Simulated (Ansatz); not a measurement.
MgS (Niningerite):

```
CELL_PARAMETERS angstrom
0.00000 2.60165 2.60165
2.60165 0.00000 2.60165
2.60165 2.60165 0.00000
ATOMIC_POSITIONS crystal
S 0.50000 0.50000 0.50000
Mg 0.00000 0.00000 0.00000
```

Program: Ansatz 0.2.0. Alike in all runs: task band structure; potentials or basis Ansatz PAW; no spin polarisation; cell as given; k mesh 9 × 9 × 9; smearing fermi-dirac 0.05 eV.

Question: Order these runs on this cell by their band gap on the k mesh, lowest first.
A. level LDA; cutoff (eV) 420
B. level r2SCAN; cutoff (eV) 500
C. level PBE; cutoff (eV) 420

Answer: A (2.69 eV), C (2.92 eV), B (3.59 eV).

Caveats: the k mesh misses the band edges, so the gap on the mesh is wider than the one along the path.
